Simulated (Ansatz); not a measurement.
# MoS2 (P6_3/mmc) in Ansatz: band structure with PBEsol

Aim: the band structure of MoS2 with PBEsol.

Everything below comes from runs of Ansatz 0.2.0. Logs are shortened: lines on timing, memory, paths and dates and some standing lists are left out, and cuts for length are marked.

**The experiment to reproduce.**

From “Multiwavelength excitation Raman Scattering Analysis of bulk and 2 dimensional MoS2: Vibrational properties of atomically thin MoS2 layers”, 2015, arxiv:1506.03228, for a bulk crystal of MoS2 at 300 K: band gap 1.3 eV (indirect).

The runs below are set against these values where they give the same quantity.

## (1) Starting point

The structure is hexagonal, space group P6_3/mmc (No. 194). Conventional cell: a = 3.169 Å, b = 3.169 Å, c = 12.324 Å, α = 90.00°, β = 90.00°, γ = 120.00°. Mo (site symmetry -6m2) has 6 S at 2.41 Å as nearest neighbours. S (site symmetry 3m) is surrounded by 3 Mo at 2.41 Å.

## (2) Band structure, PBEsol

Contents of input.yaml:

```yaml
crystal:
  lattice:
    - [3.169, 0.0, 0.0]
    - [-1.5845, 2.7444345046, 0.0]
    - [0.0, 0.0, 12.324]
  atoms:
    - { symbol: Mo, position: [0.6666666667, 0.3333333333, 0.75] }
    - { symbol: Mo, position: [0.3333333333, 0.6666666667, 0.25] }
    - { symbol: S, position: [0.6666666667, 0.3333333333, 0.377] }
    - { symbol: S, position: [0.3333333333, 0.6666666667, 0.877] }
    - { symbol: S, position: [0.6666666667, 0.3333333333, 0.123] }
    - { symbol: S, position: [0.3333333333, 0.6666666667, 0.623] }
hamiltonian:
  xc: pbesol
  pseudopotentials: { kind: paw }
kpoints:
  mp_grid: { grid: [10, 10, 3] }
  band_path:
    path:
      - [[0.0, 0.0, 0.0], [0.5, 0.0, 0.0], [0.3333333333, 0.3333333333, 0.0], [0.0, 0.0, 0.0], [0.0, 0.0, 0.5], [0.5, 0.0, 0.5], [0.3333333333, 0.3333333333, 0.5], [0.0, 0.0, 0.5]]
      - [[0.5, 0.0, 0.5], [0.5, 0.0, 0.0]]
      - [[0.3333333333, 0.3333333333, 0.0], [0.3333333333, 0.3333333333, 0.5]]
    npoints: 14
scf:
  occupations: { method: fermi_dirac, width: 0.05 }
  n_extra_bands: 15
output:
  forces: true
  stress: true
  eigenvalues: true
  fatbands: true
```

Potentials or basis: Ansatz PAW.

Launch:

```
> ansatz run input.yaml --threads 2 --pin off --max-ram 5632MiB --backend cpu --events-out ev --progress --plain --runs-dir out
```

Log:

```text
Warning: RAYON_NUM_THREADS=2 ignored (pool sized by the plan → 2); use --threads N
scf.n_extra_bands = 15 over 26 filled bands (N_el = 52.0): the run solves 41 bands
Engine: ansatz 0.2.0, aarch64-unknown-linux-gnu
Pseudopotentials: kind: paw
Pseudopotential: Mo, paw, valence charge 14, recommended cutoff 420 eV (normal), Mo.paw.azcp
Pseudopotential: S, paw, valence charge 6, recommended cutoff 420 eV (normal), S.paw.azcp
Functional definition: PBEsol
  exchange = pbesol_x
  correlation = pbesol_c
Crystal: 6 atoms, lattice volume = 107.183 Å³
Basis set: ecut = 420 eV, 2081 PW (Γ), exchange–correlation on 48×48×180 points (8 copies of the dense FFT grid, shifted against one another)
Bands: 41, of which v1, the nominal top of the filled ones, is band 26 counted from 1 (25 counted from 0)
Symmetry: 24 space group operations
Space group: P63/mmc (ITA 194), of the structure as read, at distance tolerance 4.8e-5 Å
k-points: 28 of 300
Non-local potential: Mo, projectors of the file, l = 0: 3, l = 1: 2, l = 2: 2, l = 3: 1
Non-local potential: S, projectors of the file, l = 0: 2, l = 1: 2, l = 2: 2
PAW form: soft (Blöchl's): semilocal exchange-correlation on the pseudo side does not see the compensation charge
PAW frozen core: Mo, regenerated for the run's functional, and the local potential with it (the file was generated under x = pbe(κ = 0.804, μ = 0.2195149727645171), c = pbe(β = 0.06672455060314922))
PAW frozen core: S, regenerated for the run's functional, and the local potential with it (the file was generated under x = pbe(κ = 0.804, μ = 0.2195149727645171), c = pbe(β = 0.06672455060314922))
PAW one-centre angular grid: Mo, 590 points (default); XC on 64 Gauss nodes
PAW one-centre angular grid: S, 110 points (default); XC on 64 Gauss nodes
Initial density: superposition of atomic densities (neutral atoms: chi_scale 0, normalization atom), corrected by the library's trained network
Initial wavefunctions: pseudopotential atomic-orbital guess
Functional: x = pbesol(κ = 0.804, μ = 0.12345679012345678), c = pbesol(β = 0.046)
SCF iter   1: F=—  HF=-13340.309909 eV  |F-HF|=—  |Δ(HF+E_count)|=         —  Δρ=6.57e-3  dr2=3.03e-2  ethr=1.77e-3  ⟨swp⟩=6.4  Hψ=5304  notcnv=0  defer=28
preconditioner: auto → Resta (q_TF=auto, 2.418 Å⁻¹)  ε∞=5.0  [insulator: Δε(μ)=0.876 eV  Ē_g=10.716 eV  σ=0.050 eV  W_gap=1.00  n_scr=26 (ndim 8)  ℏωp=21.5 eV  f_vac=0.016  D(μ)=0.00/eV (n_scr^D=0)  ε∞_Penn≈5.0]
SCF iter   2: F=—  HF=-13340.312310 eV  |F-HF|=—  |Δ(HF+E_count)|=   2.40e-3  Δρ=3.57e-3  dr2=6.99e-3  ethr=5.82e-5  ⟨swp⟩=2.2  Hψ=1855  notcnv=0  defer=103
SCF iter   3: F=—  HF=-13340.313761 eV  |F-HF|=—  |Δ(HF+E_count)|=   1.45e-3  Δρ=1.73e-3  dr2=2.08e-3  ethr=1.34e-5  ⟨swp⟩=2.9  Hψ=1590  notcnv=0  defer=103
SCF iter   4: F=—  HF=-13340.314188 eV  |F-HF|=—  |Δ(HF+E_count)|=   4.27e-4  Δρ=1.97e-4  dr2=1.03e-4  ethr=4.01e-6  ⟨swp⟩=2.2  Hψ=1375  notcnv=0  defer=103
SCF iter   5: F=—  HF=-13340.314203 eV  |F-HF|=—  |Δ(HF+E_count)|=   1.52e-5  Δρ=6.07e-5  dr2=4.04e-6  ethr=1.97e-7  ⟨swp⟩=2.0  Hψ=1335  notcnv=0  defer=103
SCF iter   6: F=—  HF=-13340.314234 eV  |F-HF|=—  |Δ(HF+E_count)|=   3.11e-5  Δρ=2.11e-5  dr2=5.12e-7  ethr=7.77e-9  ⟨swp⟩=2.0  Hψ=1379  notcnv=0  defer=103
SCF iter   7: F=-13340.314235 eV  HF=-13340.314235 eV  |F-HF|=2.92e-9  |Δ(HF+E_count)|=   7.27e-7  Δρ=3.88e-6  dr2=3.73e-8  ethr=1.92e-10  ⟨swp⟩=11.2  Hψ=5630  notcnv=0
SCF 1 converged in 7 iterations: F = -13340.314235 eV  dr2 = 3.73e-8
NSCF: frozen V_eff on 129 k-points
SCF converged after 7 iterations
Free energy (F): -13340.314235 eV
Harris-Foulkes:  -13340.314235 eV  (|F-HF|=2.92e-9)
Internal energy: -13340.314232 eV  (E = F + TS)
E sigma→0 (E₀):  -13340.314233 eV
Entropy (-TS):   -0.000003 eV (-0.001 meV/atom)
Fermi energy:    11.205592 eV
--- Per-component energies (eV) ---
  E_band       = -316.091262
  E_kinetic    = 1309.840493
  E_local      = -3925.031662  (includes V_loc(G=0)·N_el)
  E_nonlocal   = 402.654792
  E_hartree    = 1506.782515
  E_xc         = -750.418114
  E_vxc        = -807.937749  (∫ρ·V_xc dr)
  E_paw        = -8623.592278  (= ΣΔE_a)
  E_vpaw       = -309.192056  (= ΣTr[D̂ρ^β])
  E_aug_tail   = 0.000074  (compensation charges beyond the density's cutoff)
  E_ewald      = -3261.216446
  E_core_change = 0.666396  (= ΣΔE_core)
  E_smearing   = -0.000003  (= −TS)
  E_closure    = -0.000000  (closes the sum)
  Σ components = -13340.314235   (vs F -13340.314235, Δ=0.00e0)
--- Forces (eV/Å), atoms counted from 1 ---
  atom   1  Mo     0.00000000     0.00000000     0.00000000
  atom   2  Mo    -0.00000000    -0.00000000     0.00000000
  atom   3  S      0.00000000    -0.00000000    -0.31294871
  atom   4  S     -0.00000000     0.00000000    -0.31294871
  atom   5  S     -0.00000000    -0.00000000     0.31294871
  atom   6  S     -0.00000000     0.00000000     0.31294871
  max |Σ_I F_I| component: 3.12e-17 eV/Å
--- Stress (GPa, compression-positive) ---
       -3.271494      -0.000000      -0.000000
        0.000000      -3.271494      -0.000000
        0.000000      -0.000000      -2.356018
  P = ⅓ Tr σ = -2.9663 GPa (-29.663 kbar)
--- Band table (eV; the first three rows and the last of 28) ---
  k-point 0: bands = ["-50.6142", "-50.6142", "-24.7960", "-24.7958", "-24.5645", "-24.5645", "-24.5645", "-24.5645", "-4.1426", "-3.8688", "-2.9174", "-2.4651", "3.9023", "4.9561", "7.2816", "7.5278", "7.5278", "7.5408", "7.5408", "8.6324", "8.6324", "8.6791", "8.6791", "9.6288", "9.6422", "10.8153", "12.9068", "12.9068", "12.9344", "12.9344", "13.0871", "13.0871", "13.2625", "13.2625", "16.2374", "16.3757", "18.7570", "19.2701", "19.2960", "20.6133", "20.6133"]
  k-point 1: bands = ["-50.6142", "-50.6142", "-24.7959", "-24.7959", "-24.5645", "-24.5645", "-24.5645", "-24.5645", "-4.0879", "-3.9552", "-2.7886", "-2.5667", "4.1121", "4.6167", "7.5309", "7.5309", "7.5374", "7.5374", "7.7677", "8.6441", "8.6441", "8.6674", "8.6674", "8.7125", "10.3197", "10.6996", "12.9084", "12.9084", "12.9198", "12.9198", "13.1383", "13.1383", "13.2236", "13.2236", "16.2777", "16.3463", "18.8810", "19.1486", "19.5519", "20.2836", "20.7077"]
  k-point 2: bands = ["-50.6104", "-50.6104", "-24.7884", "-24.7883", "-24.6031", "-24.6031", "-24.5733", "-24.5733", "-3.9906", "-3.7192", "-2.8448", "-2.4116", "4.0748", "5.1230", "6.9994", "7.1923", "7.2185", "7.6803", "7.7013", "8.1099", "8.3952", "8.4487", "8.7746", "9.6423", "9.8013", "10.5190", "12.7359", "12.7781", "12.8119", "12.9053", "12.9639", "13.1107", "13.1360", "13.2133", "16.9276", "17.0533", "19.2536", "19.3506", "19.9328", "20.3338", "20.6968"]
  k-point 27: bands = ["-50.5699", "-50.5699", "-24.8765", "-24.8765", "-24.7900", "-24.7900", "-24.7078", "-24.7078", "-1.8535", "-1.8310", "-1.7628", "-1.7408", "4.6836", "4.7617", "5.1617", "5.2408", "6.2003", "6.2539", "6.4480", "6.5376", "7.1527", "7.3208", "7.9986", "8.1926", "9.9462", "10.0277", "11.9640", "12.0012", "12.8601", "13.2976", "13.5549", "13.6036", "14.8322", "15.0234", "17.0455", "17.5018", "18.0715", "18.3524", "19.4807", "19.6134", "21.1490"]
```

Run time: 15 s. Hardware: 2 threads of Arm Neoverse V1, shared host; peak memory 0.52 GiB.

Results:

- Free energy: -13340.3142 eV
- Pressure: -3.0 GPa
- Largest force: 0.313 eV/Å
- Band gap on the k mesh: 0.88 eV, indirect (least direct gap 1.87 eV)
- Band gap along the path: 0.84 eV, indirect (least direct gap 1.65 eV)

Forces on the atoms (eV/Å):
```
Mo   0.000  0.000  0.000
Mo   0.000  0.000  0.000
S    0.000  0.000 -0.313
S    0.000  0.000 -0.313
S    0.000  0.000  0.313
S    0.000  0.000  0.313
```

Stress tensor (GPa, compression positive):
```
-3.27  0.00  0.00
 0.00 -3.27  0.00
 0.00  0.00 -2.36
```

Levels at the corners of the path, in eV from the valence-band top:
| point | band 23 | band 24 | band 25 | band 26 | band 27 | band 28 | band 29 | band 30 |
| --- | --- | --- | --- | --- | --- | --- | --- | --- |
| Γ | -2.14 | -1.19 | -1.17 | 0.00 | 2.09 | 2.09 | 2.12 | 2.12 |
| M | -1.73 | -1.52 | -1.43 | -1.30 | 1.59 | 1.64 | 1.98 | 2.25 |
| K | -2.69 | -2.69 | -0.79 | -0.62 | 1.03 | 1.03 | 1.77 | 2.82 |
| Γ | -2.14 | -1.19 | -1.17 | 0.00 | 2.09 | 2.09 | 2.12 | 2.12 |
| A | -2.16 | -2.16 | -0.27 | -0.27 | 2.10 | 2.10 | 2.10 | 2.10 |
| L | -1.63 | -1.63 | -1.36 | -1.36 | 1.61 | 1.61 | 2.13 | 2.13 |
| H | -2.87 | -2.87 | -0.72 | -0.72 | 1.03 | 1.03 | 2.25 | 2.25 |
| A | -2.16 | -2.16 | -0.27 | -0.27 | 2.10 | 2.10 | 2.10 | 2.10 |
| L | -1.63 | -1.63 | -1.36 | -1.36 | 1.61 | 1.61 | 2.13 | 2.13 |
| M | -1.73 | -1.52 | -1.43 | -1.30 | 1.59 | 1.64 | 1.98 | 2.25 |
| K | -2.69 | -2.69 | -0.79 | -0.62 | 1.03 | 1.03 | 1.77 | 2.82 |
| H | -2.87 | -2.87 | -0.72 | -0.72 | 1.03 | 1.03 | 2.25 | 2.25 |

Caveat: this functional lacks dispersion, which binds the layers, so the pressure and a relaxed spacing across them are unreliable; the PAW data sets come from PBE, with cores solved anew for the run's functional, which leaves a small shift of forces and pressure.

## (3) The reference run

An earlier run on the cell as given: functional PBEsol; potentials or basis Ansatz PAW; cutoff 420 eV (not typed: the program's choice for these potentials); k mesh 10 × 10 × 3; occupations fermi-dirac, width 0.05 eV; no spin polarisation.

- Pressure: -3.0 GPa
- Largest force: 0.313 eV/Å
- Band gap on the k mesh: 0.88 eV, indirect (least direct gap 1.87 eV)

## (4) Comparison with measurements

Step 2. Against the measured gap of MoS2, 1.3 eV (indirect; 300 K; “Multiwavelength excitation Raman Scattering Analysis of bulk and 2 dimensional MoS2: Vibrational properties of atomically thin MoS2 layers”, 2015, arxiv:1506.03228), the calculated 0.84 eV is off by -0.46 eV. Spin-orbit coupling on Mo is left out. The value is that of PBEsol, without temperature or zero-point motion. Semilocal functionals fall short of measured gaps as a rule.
